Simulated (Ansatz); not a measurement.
CoO:

```
Co O
1.0
    -1.50800    1.50800    2.10725
     1.50800   -1.50800    2.10725
     1.50800    1.50800   -2.10725
Co O
1 1
Direct
  0.00000 0.00000 0.00000
  0.50000 0.50000 0.00000
```

Program: Ansatz 0.2.0. Alike in all runs: task single point; level PBE; potentials or basis Ansatz PAW; spin collinear, ferromagnetic start; cell as given; k mesh 10 × 10 × 10; cutoff (eV) 420; smearing fermi-dirac 0.05 eV.

Question: Order these runs on this cell by their pressure, lowest first.
A. fixed moment (μB) 4.0
B. fixed moment (μB) 1.5
C. fixed moment (μB) 2.0
D. fixed moment (μB) 1.0
E. fixed moment (μB) 0.5

Answer: E (-17.0 GPa), D (-13.9 GPa), B (-10.9 GPa), C (-7.5 GPa), A (24.6 GPa).

Caveats: the total moment is fixed, so each spin has its own Fermi level; a cell with one magnetic atom can't hold antiferromagnetic order, which such compounds often take; the thresholds are loose for stress.
